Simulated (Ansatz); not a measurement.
ZnO built on the 4H polytype prototype at its r2SCAN geometry, run in Ansatz 0.2.0 at 4 levels of theory. These are computed values for a spin-unpolarised cell that may be hypothetical; none is a measurement.

The r2SCAN input:
```yaml
crystal:
  lattice:
    - [3.2264988268, 1.0e-10, 0.0]
    - [-1.6132494134, 2.7942299492, 0.0]
    - [0.0, 0.0, 10.4726024573]
  atoms:
    - { symbol: Zn, position: [0.0, 0.0, -0.000615941] }
    - { symbol: Zn, position: [0.3333333333, 0.6666666667, 0.249563805] }
    - { symbol: Zn, position: [0.0, 0.0, 0.499384059] }
    - { symbol: Zn, position: [0.6666666667, 0.3333333333, 0.749563805] }
    - { symbol: O, position: [0.0, 0.0, 0.1881525593] }
    - { symbol: O, position: [0.3333333333, 0.6666666667, 0.4378995767] }
    - { symbol: O, position: [0.0, 0.0, 0.6881525593] }
    - { symbol: O, position: [0.6666666667, 0.3333333333, 0.9378995767] }
kpoints:
  mp_grid: { grid: [12, 12, 4] }
  band_path:
    path:
      - [0.0, 0.0, 0.0]
      - [0.5, 0.0, 0.0]
      - [0.3333333333, 0.3333333333, 0.0]
      - [0.0, 0.0, 0.5]
      - [0.5, 0.0, 0.5]
      - [0.3333333333, 0.3333333333, 0.5]
    npoints: 1
hamiltonian:
  xc: r2scan
scf:
  occupations: { method: fixed }
  n_extra_bands: 6
output:
  forces: true
  stress: true
  eigenvalues: true
  write_density: true
  write_potential: true
  elf: true
  volumetric_format: npy
```

Main results, then, where recorded, the levels near the gap in eV from the Fermi energy (columns number the bands from 0), one row a point of the path (Γ, M, K, A, L, H):
```
Crystal: 8 atoms, lattice volume = 94.417 Å³
Symmetry: 12 space group operations
Space group: P63mc (ITA 186)
```
```
Basis set: ecut = 500 eV, 2373 PW (Γ)
k-points: 57 of 576 (time reversal used)
SCF 1 converged in 9 iterations: F = -15579.669313 eV  dr2 = 3.73e-8
Free energy (F): -15579.669313 eV
Fermi energy:    6.976525 eV
--- Forces (eV/Å), atoms counted from 1 ---
  atom   1  Zn      0.00000      0.00000      0.00055
  atom   2  Zn      0.00000      0.00000      0.00119
  atom   3  Zn      0.00000      0.00000      0.00055
  atom   4  Zn      0.00000      0.00000      0.00119
  atom   5  O       0.00000      0.00000    -0.00085
  atom   6  O       0.00000      0.00000    -0.00106
  atom   7  O       0.00000      0.00000    -0.00085
  atom   8  O       0.00000      0.00000    -0.00106
--- Stress (GPa, compression-positive) ---
       -0.000244       0.000000       0.000000
        0.000000      -0.000244       0.000000
        0.000000       0.000000      -0.001117
  P = ⅓ Tr σ = -0.0005 GPa (-0.005 kbar)
```
```tsv
band_33	band_34	band_35	band_36	band_37	band_38
-0.044	0.000	0.000	1.179	3.778	3.940
-1.439	-0.985	-0.849	5.895	6.055	6.777
-1.566	-1.566	-1.328	7.886	7.886	8.482
-0.117	-0.117	-0.117	2.254	2.254	5.317
-1.245	-1.045	-1.045	6.276	6.276	6.594
-1.647	-1.465	-1.465	7.878	7.878	8.451
```

The r2SCAN gap is direct at Γ: 1.18 eV.

Q: In the first input these blocks are replaced (the band path and keys that only write files left aside):
```yaml
kpoints:
  mp_grid: { grid: [6, 6, 2] }
hamiltonian:
  xc: hse06
```
What comes out?

A:
```
Basis set: ecut = 420 eV, 1907 PW (Γ)
k-points: 14 of 72
SCF 1 stopped early in 3 iterations: F = -15547.300173 eV  dr2 = 3.31e-5
Exchange kernel: α = 0.2500, screened, ω = 0.2079 Å⁻¹, Wigner–Seitz truncation, v(0) = 1044.4872 eV·Å³, q-mesh 6×6×2
SCF 2 stopped early in 7 iterations: F = -15546.778474 eV  dr2 = 4.92e-6
hybrid outer 1: dexx = +5.111e-2 eV, tail = 1.91e-4 eV
SCF 3 converged in 6 iterations: F = -15546.775771 eV  dr2 = 3.04e-10
hybrid outer 2: dexx = +3.177e-6 eV, tail = 5.67e-8 eV, Δε = 4.95e-3 eV, ΔF = 6.34e-4 eV/Å
Free energy (F): -15546.775771 eV
Fermi energy:    6.061460 eV
--- Forces (eV/Å), atoms counted from 1 ---
  atom   1  Zn      0.00000      0.00000    -0.01492
  atom   2  Zn      0.00000      0.00000      0.00858
  atom   3  Zn      0.00000      0.00000    -0.01492
  atom   4  Zn      0.00000      0.00000      0.00858
  atom   5  O       0.00000      0.00000      0.00217
  atom   6  O       0.00000      0.00000      0.00417
  atom   7  O       0.00000      0.00000      0.00217
  atom   8  O       0.00000      0.00000      0.00417
--- Stress (GPa, compression-positive) ---
        1.706797       0.000000       0.000000
        0.000000       1.706797       0.000000
        0.000000       0.000000       1.596906
  P = ⅓ Tr σ = 1.6702 GPa (16.702 kbar)
```
```tsv
band_33	band_34	band_35	band_36	band_37	band_38
-0.035	0.000	0.000	2.464	5.117	5.286
-1.499	-1.024	-0.873	7.155	7.369	8.145
-1.658	-1.658	-1.350	9.207	9.207	9.843
-0.123	-0.123	-0.123	3.494	3.494	6.715
-1.316	-1.082	-1.082	7.578	7.578	7.937
-1.721	-1.534	-1.534	9.181	9.181	9.829
```
The HSE06 gap is direct at Γ: 2.46 eV. The mean pressure is +1.7 GPa (compression positive), so HSE06 would enlarge the cell's volume. The stress of a hybrid is loosely converged here.

Q: In the first input these blocks are replaced (the band path and keys that only write files left aside):
```yaml
kpoints:
  mp_grid: { grid: [6, 6, 2] }
hamiltonian:
  xc: pbe0
```
What comes out?

A:
```
Basis set: ecut = 420 eV, 1907 PW (Γ)
k-points: 14 of 72
SCF 1 stopped early in 3 iterations: F = -15547.297420 eV  dr2 = 3.15e-5
SCF 2 stopped early in 7 iterations: F = -15547.416534 eV  dr2 = 1.23e-5
hybrid outer 1: dexx = +6.688e-2 eV, tail = 2.13e-4 eV
SCF 3 converged in 7 iterations: F = -15547.414177 eV  dr2 = 2.24e-10
hybrid outer 2: dexx = +3.487e-6 eV, tail = 7.07e-8 eV, Δε = 5.08e-3 eV, ΔF = 4.78e-4 eV/Å
Free energy (F): -15547.414177 eV
Fermi energy:    5.669827 eV
--- Forces (eV/Å), atoms counted from 1 ---
  atom   1  Zn      0.00000      0.00000    -0.01414
  atom   2  Zn      0.00000      0.00000      0.00839
  atom   3  Zn      0.00000      0.00000    -0.01414
  atom   4  Zn      0.00000      0.00000      0.00839
  atom   5  O       0.00000      0.00000      0.00155
  atom   6  O       0.00000      0.00000      0.00424
  atom   7  O       0.00000      0.00000      0.00155
  atom   8  O       0.00000      0.00000      0.00424
--- Stress (GPa, compression-positive) ---
        1.476574       0.000000       0.000000
        0.000000       1.476574       0.000000
        0.000000       0.000000       1.377611
  P = ⅓ Tr σ = 1.4436 GPa (14.436 kbar)
```
```tsv
band_33	band_34	band_35	band_36	band_37	band_38
-0.033	0.000	0.000	3.151	5.853	6.023
-1.516	-1.040	-0.886	7.887	8.103	8.892
-1.677	-1.677	-1.366	9.954	9.954	10.588
-0.127	-0.127	-0.127	4.204	4.204	7.456
-1.335	-1.096	-1.096	8.317	8.317	8.676
-1.740	-1.552	-1.552	9.927	9.927	10.576
```
With PBE0 the gap is 3.15 eV and direct, at Γ. The mean pressure is +1.4 GPa (compression positive), so PBE0 would enlarge the cell's volume. (The program warns that its thresholds are loose for a hybrid's stress.)

Hartree-Fock. Against the first input these blocks differ (the band path and keys that only write files left aside):
```yaml
kpoints:
  mp_grid: { grid: [6, 6, 2] }
hamiltonian:
  xc: hf
```

```
Basis set: ecut = 420 eV, 1907 PW (Γ)
k-points: 14 of 72
SCF 1 stopped early in 4 iterations: F = -15359.437583 eV  dr2 = 3.14e-5
SCF 2 stopped early in 7 iterations: F = -15364.243009 eV  dr2 = 2.89e-4
hybrid outer 1: dexx = +3.126e0 eV, tail = 4.15e-2 eV
SCF 3 stopped early in 5 iterations: F = -15364.104495 eV  dr2 = 3.03e-6
hybrid outer 2: dexx = +5.749e-3 eV, tail = 2.53e-4 eV, Δε = 6.60e-2 eV, ΔF = 1.32e-2 eV/Å
SCF 4 converged in 8 iterations: F = -15364.103931 eV  dr2 = 1.53e-11
hybrid outer 3: dexx = +2.700e-5 eV, tail = 9.49e-7 eV, Δε = 5.43e-3 eV, ΔF = 3.66e-3 eV/Å
SCF 5 converged in 4 iterations: F = -15364.103928 eV  dr2 = 1.76e-10
hybrid outer 4: dexx = +1.703e-7 eV, tail = 1.07e-8 eV, Δε = 4.00e-4 eV, ΔF = 6.96e-4 eV/Å
Free energy (F): -15364.103928 eV
Fermi energy:    1.783447 eV
--- Forces (eV/Å), atoms counted from 1 ---
  atom   1  Zn      0.00000      0.00000    -0.05134
  atom   2  Zn      0.00000      0.00000      0.02269
  atom   3  Zn      0.00000      0.00000    -0.05134
  atom   4  Zn      0.00000      0.00000      0.02269
  atom   5  O       0.00000      0.00000      0.01374
  atom   6  O       0.00000      0.00000      0.01483
  atom   7  O       0.00000      0.00000      0.01374
  atom   8  O       0.00000      0.00000      0.01483
--- Stress (GPa, compression-positive) ---
        5.055791       0.000000       0.000000
        0.000000       5.055791       0.000000
        0.000000       0.000000       4.588245
  P = ⅓ Tr σ = 4.8999 GPa (48.999 kbar)
```
```tsv
band_33	band_34	band_35	band_36	band_37	band_38
-0.020	0.000	0.000	11.256	14.067	14.237
-1.636	-1.104	-0.930	15.889	16.264	17.417
-1.813	-1.813	-1.412	17.991	17.991	18.716
-0.138	-0.138	-0.138	12.205	12.205	15.973
-1.440	-1.163	-1.163	16.335	16.335	17.125
-1.846	-1.672	-1.672	17.927	17.927	18.759
```

Hartree-Fock gives a direct gap of 11.26 eV at Γ. With the atoms held, the mean pressure is +4.9 GPa (compression positive). (The program warns that its thresholds are loose for a hybrid's stress.)

Small level splittings and stresses of the hybrids carry the error of their coarser meshes.

Totals of different functionals can't be compared.

The meshes of the hybrids are coarse, so their gaps aren't converged to the digits shown.
